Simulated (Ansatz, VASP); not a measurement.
**MgS in VASP and in Ansatz**

Contents of POSCAR:

```
MgS
1.0
    4.0346224068      0.0000000000      0.0000000000
   -2.0173112034      3.4940854990      0.0000000000
    0.0000000000      0.0000000000      6.4322941800
S Mg
2 2
Direct
    0.6666666667      0.3333333333      0.8792441500
    0.3333333333      0.6666666667      0.3792441500
    0.3333333333      0.6666666667      0.9957548500
    0.6666666667      0.3333333333      0.4957548500
```

The input INCAR.step1:

```
ALGO = Normal
EDIFF = 1E-5
ENCUT = 520
GGA = PE
ISIF = 2
ISMEAR = -1
LASPH = True
LCHARG = False
LREAL = False
LWAVE = True
NELM = 80
PREC = Accurate
SIGMA = 0.05
```

INCAR.step2

```
AEXX = 0.25
ALGO = Normal
EDIFF = 1E-7
ENCUT = 520
GGA = PE
HFSCREEN = 0.2
ISIF = 2
ISMEAR = -1
ISTART = 1
LASPH = True
LCHARG = False
LHFCALC = True
LREAL = False
LWAVE = False
NELM = 80
PREC = Accurate
PRECFOCK = Fast
SIGMA = 0.05
```

Contents of KPOINTS:

```
k-points
0
Gamma
  4 4 2
```

The input input.yaml:

```yaml
crystal:
  lattice:
    - [4.0346224068, 0.0, 0.0]
    - [-2.0173112034, 3.494085499, 0.0]
    - [0.0, 0.0, 6.43229418]
  atoms:
    - { symbol: S, position: [0.6666666667, 0.3333333333, 0.87924415] }
    - { symbol: S, position: [0.3333333333, 0.6666666667, 0.37924415] }
    - { symbol: Mg, position: [0.3333333333, 0.6666666667, 0.99575485] }
    - { symbol: Mg, position: [0.6666666667, 0.3333333333, 0.49575485] }
hamiltonian:
  xc: { exchange: pbe, correlation: pbe, exx: { coeff: 0.25, omega: 0.2 } }
  pseudopotentials: { kind: paw }
kpoints:
  mp_grid: { grid: [4, 4, 2] }
scf:
  occupations: { method: fermi_dirac, width: 0.05 }
output:
  forces: true
  stress: true
  eigenvalues: true
  write_density: true
  write_potential: true
  elf: true
  volumetric_format: npy
```

The cell comes from a database or a generator and needn't be the stable form of this composition.

Alike in both runs: task single point; functional HSE(alpha, omega); k mesh 4 × 4 × 2; occupations fermi-dirac, width 0.05 eV; no spin polarisation.

|  | VASP | Ansatz |
| --- | --- | --- |
| version | VASP 6.6.1 | Ansatz 0.2.0 |
| potentials or method | VASP PAW PBE potentials, release 64 (S, Mg) | Ansatz PAW |
| plane-wave cutoff (eV) | 520 | 420 |
| valence electrons in the cell | 16 | 32 |

|  | VASP | Ansatz | Ansatz less VASP |
| --- | --- | --- | --- |
| gap on the k mesh at the Fermi level (eV) | 4.51 | 4.52 | +0.015 |
| least direct gap on the mesh (eV) | 4.51 | 4.52 | +0.015 |
| pressure (GPa) | -0.1 | 0.0 | +0.17 |
| largest component of the traceless stress (GPa) | 0.22 | 0.23 | +0.007 |
| rms of the force components (eV/Å) | 0.030 | 0.029 | -0.0007 |

Atom by atom the forces differ by 0.001 eV/Å (rms over components). The functional is the same, so the differences come from potentials, cutoffs and numerics. The two sets of potentials don't hold the same shells in valence.

Caveats: the k mesh is coarse (spacing up to 0.49 Å⁻¹), so the values aren't converged, least of all with exact exchange; the PAW data sets were made with another functional, which shifts forces and pressure a little (VASP); the PAW data sets come from PBE, with cores solved anew for the run's functional, which leaves a small shift of forces and pressure (Ansatz); the thresholds are loose for stress (Ansatz).
